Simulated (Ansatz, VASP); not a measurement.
# AlFe: VASP beside Ansatz

```
Fe Al
1.0
     2.85060    0.00000    0.00000
     0.00000    2.85060    0.00000
     0.00000    0.00000    2.85060
Fe Al
1 1
Direct
  0.50000 0.50000 0.50000
  0.00000 0.00000 0.00000
```

Change from the starting cell: volume scaled by 0.94.

Alike in both runs: task single point; functional PBE; k mesh 9 × 9 × 9; occupations fermi-dirac, width 0.05 eV; collinear spin, ferromagnetic start.

```csv
,VASP,Ansatz
version,VASP 6.6.1,Ansatz 0.2.0
potentials or method,"VASP PAW PBE potentials, release 64 (Fe, Al)",Ansatz PAW
plane-wave cutoff (eV),520,420
valence electrons in the cell,11,19
```

VASP gave:

| Item | Value |
| --- | --- |
| gap on the k mesh at the Fermi level (eV) | none |
| pressure (GPa) | 4.4 |
| net moment per atom (μB) | 0.30 |

Problem. Which values does Ansatz return?

Solution. gap on the k mesh at the Fermi level (eV): none; pressure (GPa): 4.5; net moment per atom (μB): 0.31.

A gap of «none» marks a metal or a gap that the smearing closes. The two sets of potentials don't hold the same shells in valence.
